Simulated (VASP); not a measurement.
Wanted: the native input for a VASP 6.6.1 run.

```yaml
Task: band structure
Functional: LDA
Potentials_or_basis: VASP PAW LDA potentials, release 64 (Zn, O)
Cutoff: 520 eV
k_mesh: 9 × 9 × 5
Occupations: gaussian, width 0.03 eV
Spin: no spin polarisation
Further_INCAR_settings: ALGO = Fast; EDIFF = 1e-07; NBANDS = 26
```

The structure of ZnO lies in POSCAR:

```
ZnO                                     
1.0
    3.1939355803      0.0000000000      0.0000000000
   -1.5969677901      2.7660293480      0.0000000000
    0.0000000000      0.0000000000      5.1636360402
  Zn              O             
     2     2
Direct
     0.3333333300000021    0.6666666699999979    0.5003505749365189
     0.6666666699999979    0.3333333300000021    0.0003505749365189
     0.6666666699999979    0.3333333300000021    0.3786594250634820
     0.3333333300000021    0.6666666699999979    0.8786594250634820
```

One way to write it, as run:

INCAR

```
SYSTEM = ZnO
PREC     = Accurate       ! precision mode
ENCUT    = 520            ! plane-wave cutoff, eV
EDIFF    = 1E-7           ! SCF threshold, eV
ISMEAR   = 0              ! smearing method
SIGMA    = 0.03           ! smearing width, eV
LREAL    = .False.        ! projectors in reciprocal space
LASPH    = .True.         ! aspherical terms in the spheres
NELM     = 80             ! most SCF steps
ALGO     = Fast           ! electronic algorithm
ISIF     = 2              ! what is computed and relaxed
LWAVE    = .False.        ! write WAVECAR
LCHARG   = .False.        ! write CHGCAR
NBANDS   = 26             ! bands
ICORELEVEL= 1
```

KPOINTS

```
regular mesh
0
Gamma
  9 9 5
  0 0 0
```

KPOINTS_OPT

```
explicit points
96
Reciprocal
 0.0000000000  0.0000000000  0.0000000000 1
 0.0555555556  0.0000000000  0.0000000000 1
 0.1111111111  0.0000000000  0.0000000000 1
 0.1666666667  0.0000000000  0.0000000000 1
 0.2222222222  0.0000000000  0.0000000000 1
 0.2777777778  0.0000000000  0.0000000000 1
 0.3333333333  0.0000000000  0.0000000000 1
 0.3888888889  0.0000000000  0.0000000000 1
 0.4444444444  0.0000000000  0.0000000000 1
 0.5000000000  0.0000000000  0.0000000000 1
 0.5000000000  0.0000000000  0.0000000000 1
 0.4814814815  0.0370370370  0.0000000000 1
 0.4629629630  0.0740740741  0.0000000000 1
 0.4444444444  0.1111111111  0.0000000000 1
 0.4259259259  0.1481481481  0.0000000000 1
 0.4074074074  0.1851851852  0.0000000000 1
 0.3888888889  0.2222222222  0.0000000000 1
 0.3703703703  0.2592592592  0.0000000000 1
 0.3518518518  0.2962962963  0.0000000000 1
 0.3333333333  0.3333333333  0.0000000000 1
 0.3333333333  0.3333333333  0.0000000000 1
 0.2962962963  0.2962962963  0.0000000000 1
 0.2592592592  0.2592592592  0.0000000000 1
 0.2222222222  0.2222222222  0.0000000000 1
 0.1851851852  0.1851851852  0.0000000000 1
 0.1481481481  0.1481481481  0.0000000000 1
 0.1111111111  0.1111111111  0.0000000000 1
 0.0740740741  0.0740740741  0.0000000000 1
 0.0370370370  0.0370370370  0.0000000000 1
 0.0000000000  0.0000000000  0.0000000000 1
 0.0000000000  0.0000000000  0.0000000000 1
 0.0000000000  0.0000000000  0.0555555556 1
 0.0000000000  0.0000000000  0.1111111111 1
 0.0000000000  0.0000000000  0.1666666667 1
 0.0000000000  0.0000000000  0.2222222222 1
 0.0000000000  0.0000000000  0.2777777778 1
 0.0000000000  0.0000000000  0.3333333333 1
 0.0000000000  0.0000000000  0.3888888889 1
 0.0000000000  0.0000000000  0.4444444444 1
 0.0000000000  0.0000000000  0.5000000000 1
 0.0000000000  0.0000000000  0.5000000000 1
 0.0555555556  0.0000000000  0.5000000000 1
 0.1111111111  0.0000000000  0.5000000000 1
 0.1666666667  0.0000000000  0.5000000000 1
 0.2222222222  0.0000000000  0.5000000000 1
 0.2777777778  0.0000000000  0.5000000000 1
 0.3333333333  0.0000000000  0.5000000000 1
 0.3888888889  0.0000000000  0.5000000000 1
 0.4444444444  0.0000000000  0.5000000000 1
 0.5000000000  0.0000000000  0.5000000000 1
 0.5000000000  0.0000000000  0.5000000000 1
 0.4814814815  0.0370370370  0.5000000000 1
 0.4629629630  0.0740740741  0.5000000000 1
 0.4444444444  0.1111111111  0.5000000000 1
 0.4259259259  0.1481481481  0.5000000000 1
 0.4074074074  0.1851851852  0.5000000000 1
 0.3888888889  0.2222222222  0.5000000000 1
 0.3703703703  0.2592592592  0.5000000000 1
 0.3518518518  0.2962962963  0.5000000000 1
 0.3333333333  0.3333333333  0.5000000000 1
 0.3333333333  0.3333333333  0.5000000000 1
 0.2962962963  0.2962962963  0.5000000000 1
 0.2592592592  0.2592592592  0.5000000000 1
 0.2222222222  0.2222222222  0.5000000000 1
 0.1851851852  0.1851851852  0.5000000000 1
 0.1481481481  0.1481481481  0.5000000000 1
 0.1111111111  0.1111111111  0.5000000000 1
 0.0740740741  0.0740740741  0.5000000000 1
 0.0370370370  0.0370370370  0.5000000000 1
 0.0000000000  0.0000000000  0.5000000000 1
 0.5000000000  0.0000000000  0.5000000000 1
 0.5000000000  0.0000000000  0.4444444444 1
 0.5000000000  0.0000000000  0.3888888889 1
 0.5000000000  0.0000000000  0.3333333333 1
 0.5000000000  0.0000000000  0.2777777778 1
 0.5000000000  0.0000000000  0.2222222222 1
 0.5000000000  0.0000000000  0.1666666667 1
 0.5000000000  0.0000000000  0.1111111111 1
 0.5000000000  0.0000000000  0.0555555556 1
 0.5000000000  0.0000000000  0.0000000000 1
 0.3333333333  0.3333333333  0.0000000000 1
 0.3333333333  0.3333333333  0.0555555556 1
 0.3333333333  0.3333333333  0.1111111111 1
 0.3333333333  0.3333333333  0.1666666667 1
 0.3333333333  0.3333333333  0.2222222222 1
 0.3333333333  0.3333333333  0.2777777778 1
 0.3333333333  0.3333333333  0.3333333333 1
 0.3333333333  0.3333333333  0.3888888889 1
 0.3333333333  0.3333333333  0.4444444444 1
 0.3333333333  0.3333333333  0.5000000000 1
 0.0000000000  0.0000000000  0.0000000000 1
 0.0000000000  0.0000000000  0.5000000000 1
 0.3333333333  0.3333333333  0.5000000000 1
 0.3333333333  0.3333333333  0.0000000000 1
 0.5000000000  0.0000000000  0.5000000000 1
 0.5000000000  0.0000000000  0.0000000000 1
```

Potentials or basis: VASP PAW LDA potentials, release 64 (Zn, O).

The run is started by

```sh
$ cat potpaw_LDA.64/Zn/POTCAR potpaw_LDA.64/O/POTCAR > POTCAR
$ mpirun -np 1 vasp_std > vasp.out
```

It gave:

```yaml
Pressure: 0.3 GPa
Largest_force: 0.004 eV/Å
Band_gap_on_the_k_mesh: 0.80 eV, direct
Band_gap_along_the_path: 0.80 eV, direct
```

Run time: 74 s on 1 thread of AMD EPYC 7R13 Processor (Zen 3), with other jobs on the host, peak memory 0.15 GiB.
